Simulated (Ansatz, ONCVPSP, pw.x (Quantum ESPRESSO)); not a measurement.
From atom to crystal: ONCV potential for zirconium

```json
{
  "Element": "Zr",
  "Generator": "ONCVPSP 4.0.1.1 (patched build)",
  "Type": "optimised norm-conserving Vanderbilt (ONCV)",
  "Functional": "PBEsol",
  "Relativity": "scalar-relativistic",
  "Frozen core": "[Ar] 3d10",
  "Valence charge": "12",
  "Reference configuration": "4s2 4p6 4d2 5s2",
  "Partial waves": "4s+5s: rc 2.00 bohr, ncon 4, nbas 8, qcut 5.5 1/bohr, 2 projectors; 4p: rc 1.95 bohr, ncon 3, nbas 6, qcut 6 1/bohr, 2 projectors, debl 0.9 Ha; 4d: rc 1.75 bohr, ncon 4, nbas 9, qcut 6 1/bohr, local",
  "Local potential": "the d channel",
  "Core correction": "Teter function, fcfact 4.5, rcfact 1.7"
}
```

In the p channel the program set the typed energies aside and used -1.192, 0.250 Ha.

Atomic tests: cutoffs needed: 14 Ha and 18 Ha (the cutoffs (Ha) at which the residual kinetic energy of the hardest occupied pseudo-wave falls to 1 and 0.1 mHa per electron); ghost test: no bound ghost flagged; no localised positive-energy state flagged; largest excitation error: -17 meV (all-electron minus pseudo) for 4s2 4p6 4d3 5s0, out of 4 test configurations.

Crystal test: bcc Zr in pw.x 7.5, no spin, 13³ k-points, Fermi–Dirac smearing 0.01 Ry, cutoffs 50/200 Ry. The reference is all-electron LAPW (Ansatz 0.2.0) with the same functional, mesh and smearing; V0 and B0 come from Birch–Murnaghan fits to the pressures at five volumes. Errors are pseudo minus all-electron; Δ is the rms difference of the E(V) curves that follow from these fits, minima aligned, over ±6 % about the mean V0. Mesh and smearing are coarse, so the numbers serve the comparison and aren't converged zero-temperature values; the lattice is a test structure that the element need not adopt.

All-electron: a0 = 3.529 Å (V0 = 21.97 Å³/atom), B0 = 92.2 GPa.

How far does the potential miss the all-electron equation of state?

mean pressure error (GPa): +0.14; a0 (Å): 3.530; a0 error (%): +0.05; B0 error (%): +0.3; Δ (meV/atom): 0.7.

| V (Å³/atom) | P all-electron (GPa) | P pseudo (GPa) |
| --- | --- | --- |
| 21.067 | 4.13 | 4.31 |
| 21.622 | 1.50 | 1.66 |
| 22.176 | -0.86 | -0.72 |
| 22.730 | -2.98 | -2.85 |
| 23.285 | -4.88 | -4.77 |

At the middle volume, how do free energy and pressure move when the wave cutoff is lowered (ecutrho kept at four times it)?

```json
{"cutoff (Ry)": "22", "shift of F (meV/atom)": "+433.8", "shift of P (GPa)": "-14.19"}
{"cutoff (Ry)": "30", "shift of F (meV/atom)": "+32.3", "shift of P (GPa)": "-1.55"}
{"cutoff (Ry)": "40", "shift of F (meV/atom)": "+0.8", "shift of P (GPa)": "+0.00"}
```

The run at the middle volume (84 k-points, 7 iterations) took about 16 s on one core of a shared host (Intel(R) Xeon(R) Platinum 8259CL CPU @ 2.50GHz, 96 threads, 755 GiB, load 30).
